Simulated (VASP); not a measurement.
**A VASP 6.6.1 single-point calculation on PbS**

INCAR

```
NBANDS = 17
NSW = 0
LASPH = .TRUE.
LCHARG = .FALSE.
ISMEAR = -1
NELM = 73
LREAL = .FALSE.
ENCUT = 520
SIGMA = 0.02
PREC = Low
LWAVE = .FALSE.
ISIF = 2
GGA = PE
EDIFF = 1E-7
IBRION = -1
```

KPOINTS

```
KPOINTS created by Atomic Simulation Environment
0
Gamma
8 8 8
0 0 0
```

POSCAR

```
Pb S
 1.0000000000000000
    -0.1643201150000000    2.9424018682000002    2.9424018682000002
     2.9424018682000002   -0.1643201150000000    2.9424018682000002
     2.9424018682000002    2.9424018682000002   -0.1643201150000000
 Pb  S
   1   1
Cartesian
  0.0000000000000000  0.0000000000000000  0.0000000000000000
  2.8602418107000003  2.8602418107000003  2.8602418107000003
```

The recommended PBE PAW datasets give the neutral cell 20 valence electrons.

Command

```
mpirun -np 1 vasp_std
```

Predict the outcome of this run.

It converged. Results: gap between bands v and c on the k mesh 0.09 eV; least direct gap on the k mesh 0.49 eV; pressure -1.1 GPa. Band v is the last that the valence electrons fill when counted band by band, and c is the next.

OSZICAR

```
N       E                     dE             d eps       ncg     rms          rms(c)
DAV:   1     0.159645574971E+03    0.15965E+03   -0.96632E+03  2218   0.121E+03
DAV:   2     0.326656073255E+01   -0.15638E+03   -0.15080E+03  2362   0.309E+02
DAV:   3    -0.896267771917E+01   -0.12229E+02   -0.12121E+02  2879   0.912E+01
DAV:   4    -0.927423912552E+01   -0.31156E+00   -0.31116E+00  2742   0.164E+01
DAV:   5    -0.928635147315E+01   -0.12112E-01   -0.12111E-01  3299   0.308E+00    0.425E+00
DAV:   6    -0.873404713041E+01    0.55230E+00   -0.16400E+00  3420   0.811E+00    0.297E+00
DAV:   7    -0.873554954527E+01   -0.15024E-02   -0.14847E-01  2590   0.189E+00    0.179E+00
DAV:   8    -0.873917964025E+01   -0.36301E-02   -0.19717E-02  2593   0.142E+00    0.405E-01
DAV:   9    -0.873834863111E+01    0.83101E-03   -0.45602E-03  3456   0.533E-01    0.106E-01
DAV:  10    -0.873860232127E+01   -0.25369E-03   -0.45301E-04  2443   0.118E-01    0.859E-02
DAV:  11    -0.873860489232E+01   -0.25711E-05   -0.52523E-05  3158   0.775E-02    0.108E-02
DAV:  12    -0.873860588971E+01   -0.99739E-06   -0.38477E-06  2695   0.214E-02    0.366E-03
DAV:  13    -0.873860586478E+01    0.24937E-07   -0.20185E-07  3029   0.498E-03
   1 F= -.87386059E+01 E0= -.87385666E+01  d E =-.784604E-04
```

Standard output (part)

```
POSCAR found type information on POSCAR PbS
 POSCAR found :  2 types and       2 ions
 LDA part: xc-table for (Slater+PW92), standard interpolation
 POSCAR, INCAR and KPOINTS ok, starting setup
 WAVECAR not read
 entering main loop
```

For comparison, a separate PBE run of the intended cell, on usual settings and not on those above, gives a gap of 0.09 eV on its mesh and a pressure of -1.1 GPa.
